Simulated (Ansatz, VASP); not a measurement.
# AgCl in VASP and in Ansatz

```xyz
2
Lattice="0.0000 2.8147 2.7731 2.8147 0.0000 2.7731 2.8147 2.8147 0.0000" Properties=species:S:1:pos:R:3 pbc="T T T"
Ag    2.8147    2.8147    2.7731
Cl    0.0000    0.0000    0.0000
```

Change from the starting cell: strain +0.015 along x and y, +0.000 along z, atoms carried along.

Alike in both runs: task single point; functional PBEsol; k mesh 8 × 8 × 8; occupations gaussian, width 0.05 eV; no spin polarisation.

```csv
,VASP,Ansatz
version,VASP 6.6.1,Ansatz 0.2.0
potentials or method,"VASP PAW PBE potentials, release 64 (Ag, Cl)","scalar-relativistic, plane waves, PAW"
plane-wave cutoff (eV),520,420
valence electrons in the cell,18,26
```

Ansatz gave:

```
gap on the k mesh at the Fermi level (eV)       : 0.70
least direct gap on the mesh (eV)               : 2.94
pressure (GPa)                                  : -3.8
largest component of the traceless stress (GPa) : 0.06
```

**Question.** Estimate VASP's values.

**Answer.** gap on the k mesh at the Fermi level (eV): 0.70; least direct gap on the mesh (eV): 2.94; pressure (GPa): -3.9; largest component of the traceless stress (GPa): 0.05.

With one functional, cell and mesh, what is left measures potentials, basis and numerics. The two sets of potentials don't hold the same shells in valence.

Caveats: the PAW data sets were made with another functional, which shifts forces and pressure a little (VASP). A k mesh can miss the band edges.
